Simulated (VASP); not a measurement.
Output of a VASP run:

OUTCAR:
```
 ion  position               nearest neighbor table
   1  0.000  0.000  0.000-   3 2.20   3 2.20   3 2.20   2 2.20   3 2.20   2 2.20   2 2.20   2 2.20
  LATTYP: Found a face centered cubic cell.
 ALAT       =     5.0900000000
 Subroutine PRICEL returns:
 Original cell was already a primitive cell.
 Subroutine GETGRP returns: Found 48 space group operations
The static configuration has the point symmetry O_h .
The dynamic configuration has the point symmetry O_h .
 Subroutine INISYM returns: Found 48 space group operations
 Subroutine IBZKPT returns following result:
 Found     20 irreducible k-points:

 Following reciprocal coordinates:
            Coordinates               Weight
  0.000000  0.000000  0.000000      1.000000
  0.142857  0.000000  0.000000      8.000000
  0.285714  0.000000  0.000000      8.000000
  0.428571  0.000000  0.000000      8.000000
  0.142857  0.142857  0.000000      6.000000
  0.285714  0.142857  0.000000     24.000000
  0.428571  0.142857  0.000000     24.000000
 -0.428571  0.142857  0.000000     24.000000
 -0.285714  0.142857  0.000000     24.000000
 -0.142857  0.142857  0.000000     12.000000
  0.285714  0.285714  0.000000      6.000000
  0.428571  0.285714  0.000000     24.000000
 -0.428571  0.285714  0.000000     24.000000
 -0.285714  0.285714  0.000000     12.000000
  0.428571  0.428571  0.000000      6.000000
 -0.428571  0.428571  0.000000     12.000000
  0.428571  0.285714  0.142857     24.000000
 -0.428571  0.285714  0.142857     48.000000
 -0.428571  0.428571  0.142857     24.000000
 -0.285714  0.428571  0.142857     24.000000
   k-points           NKPTS =     20   k-points in BZ     NKDIM =     20   number of bands    NBANDS=     16
   number of dos      NEDOS =    301   number of ions     NIONS =      3
   total plane-waves  NPLWV =  21952
   dimension x,y,z NGX =    28 NGY =   28 NGZ =   28
   dimension x,y,z NGXF=    56 NGYF=   56 NGZF=   56
   ions per type =               1   2
   PREC   = accura    normal or accurate (medium, high low for compatibility)
   ISTART =      0    job   : 0-new  1-cont  2-samecut
   ICHARG =      2    charge: 1-file 2-atom 10-const
   ISPIN  =      1    spin polarized calculation?
   LNONCOLLINEAR =      F non collinear calculations
   LSORBIT =      F    spin-orbit coupling
   INIWAV =      1    electr: 0-lowe 1-rand  2-diag
   ENCUT  =  520.0 eV  38.22 Ry    6.18 a.u.   6.69  6.69  6.69*2*pi/ulx,y,z
   NELM   =    100;   NELMIN=  2; NELMDL= -5     # of ELM steps
   EDIFF  = 0.1E-05   stopping-criterion for ELM
   LREAL  =      F    real-space projection
   NLSPLINE    = F    spline interpolate recip. space projectors
   LMAXMIX     =    4 max onsite mixed and CHGCAR
   VOSKOWN=      0    Vosko Wilk Nusair interpolation
   EDIFFG = 0.1E-04   stopping-criterion for IOM
   NSW    =      0    number of steps for IOM
   NBLOCK =      1;   KBLOCK =      1    inner block; outer block
   IBRION =     -1    ionic relax: 0-MD 1-quasi-New 2-CG
   NFREE  =      0    steps in history (QN), initial steepest desc. (CG)
   ISIF   =      2    stress and relaxation
   ISYM   =      2    0-nonsym 1-usesym 2-fastsym
   TEIN   =    0.0    initial temperature
   TEBEG  =    0.0;   TEEND  =   0.0 temperature during run
   SMASS  =  -3.00    Nose mass-parameter (am)
   PSTRESS=    0.0 pullay stress
   NELECT =      24.0000    total number of electrons
   EFERMI =   0.00;   METHOD = LEGACY
   ISMEAR =     0;   SIGMA  =   0.05  broadening in eV -4-tet -1-fermi 0-gaus
   IALGO  =     38    algorithm
   LDIAG  =      T    sub-space diagonalisation (order eigenvalues)
   IMIX   =      4    mixing-type and parameters
     AMIX     =   0.40;   BMIX     =  1.00
     AMIX_MAG =   1.60;   BMIX_MAG =  1.00
     AMIN     =   0.10
   GGA     = PE    functional components
   VOSKOWN =     0    Vosko Wilk Nusair interpolation
   LHFCALC =     F    Hartree Fock is set to
   LHFONE  =     F    Hartree Fock one center treatment
   AEXX    =    0.0000 exact exchange contribution
...
```

### OSZICAR
```
       N       E                     dE             d eps       ncg     rms          rms(c)
DAV:   1     0.190379513956E+03    0.19038E+03   -0.14558E+04   640   0.153E+03
DAV:   2    -0.271588303105E+02   -0.21754E+03   -0.21538E+03   832   0.391E+02
DAV:   3    -0.346653691914E+02   -0.75065E+01   -0.74968E+01   960   0.726E+01
DAV:   4    -0.349005538977E+02   -0.23518E+00   -0.23515E+00   896   0.938E+00
DAV:   5    -0.349031784189E+02   -0.26245E-02   -0.26245E-02   824   0.875E-01    0.249E+01
DAV:   6    -0.286286687256E+02    0.62745E+01   -0.36223E+01   696   0.470E+01    0.994E+00
DAV:   7    -0.285848782079E+02    0.43791E-01   -0.13915E+00   904   0.977E+00    0.618E+00
DAV:   8    -0.285588289014E+02    0.26049E-01   -0.16851E-01   816   0.430E+00    0.454E-01
DAV:   9    -0.285594244503E+02   -0.59555E-03   -0.16668E-02   912   0.917E-01    0.320E-01
DAV:  10    -0.285605127825E+02   -0.10883E-02   -0.53758E-03   696   0.729E-01    0.149E-01
DAV:  11    -0.285605221077E+02   -0.93252E-05   -0.16941E-03   872   0.344E-01    0.136E-01
DAV:  12    -0.285604689970E+02    0.53111E-04   -0.31588E-04   736   0.142E-01    0.480E-03
DAV:  13    -0.285604707657E+02   -0.17687E-05   -0.12960E-05   816   0.266E-02    0.463E-03
DAV:  14    -0.285604708649E+02   -0.99173E-07   -0.23487E-06   672   0.103E-02
   1 F= -.28560471E+02 E0= -.28560471E+02  d E =-.153085E-23
```

File OUTCAR:
```
------------------------ aborting loop because EDIFF is reached ----------------------------------------
  FORCE on cell =-STRESS in cart. coord.  units (eV):
  Direction    XX          YY          ZZ          XY          YZ          ZX
  --------------------------------------------------------------------------------------
  Total        0.8260852      0.8260852      0.8260852      0.0000000      0.0000000      0.0000000
  in kB       40.1459805     40.1459805     40.1459805      0.0000000      0.0000000      0.0000000
  external PRESSURE =      40.1459805 kB  Pullay stress =       0.0000000 kB
  volume of cell :       32.97
      direct lattice vectors                 reciprocal lattice vectors
     0.000000000  2.545000000  2.545000000    -0.196463654  0.196463654  0.196463654
     2.545000000  0.000000000  2.545000000     0.196463654 -0.196463654  0.196463654
     2.545000000  2.545000000  0.000000000     0.196463654  0.196463654 -0.196463654
 POSITION                                       TOTAL-FORCE (eV/Angst)
 -----------------------------------------------------------------------------------
      0.00000      0.00000      0.00000        -0.000000     -0.000000      0.000000
      1.27250      1.27250      1.27250         0.000000      0.000000      0.000000
      3.81750      3.81750      3.81750        -0.000000     -0.000000     -0.000000
 -----------------------------------------------------------------------------------
    total drift:                                0.000000      0.000000      0.000000
  FREE ENERGIE OF THE ION-ELECTRON SYSTEM (eV)
  ---------------------------------------------------
  free  energy   TOTEN  =       -28.5604708649 eV

  energy  without entropy=      -28.5604708649  energy(sigma->0) =      -28.56047086
```
(Selected blocks of OUTCAR.)

### POSCAR
```
ZrO2
1
    0.0000000000     2.5450000000     2.5450000000
    2.5450000000     0.0000000000     2.5450000000
    2.5450000000     2.5450000000     0.0000000000
Zr O
1 2
Direct
  0.0000000000   0.0000000000   0.0000000000
  0.2500000000   0.2500000000   0.2500000000
  0.7500000000   0.7500000000   0.7500000000
```

Question: Reconstruct the remaining input files.

Answer: Several could match; the one computed here: the input of the run itself, PBE GGA, plane waves, VASP's PBE PAW potentials (set 64).

INCAR:
```
# general
SYSTEM =ZrO2
PREC   =Accurate
ENCUT  =520
LREAL  =F   # projection in real space or not
LASPH  =T   # aspherical one-centre terms

# electronic loop
EDIFF  =1E-6
NELM   =100
ALGO   =Normal
LMAXMIX=4

# smearing
ISMEAR =0
SIGMA  =0.05   # width (eV)

# functional
GGA    =PE   # PBE

# ions
ISIF   =2

# output
LWAVE  =F
LCHARG =F
```

File KPOINTS:
```
Automatic mesh
0
G
  7 7 7
```

POTCAR, in this order: Zr_sv O (PBE.64 set). Program: vasp_std.

The compound is ZrO2 in the fluorite structure, the high-temperature cubic form, which is unstable at 0 K; the monoclinic form is the stable one. The cell was not relaxed at this level.
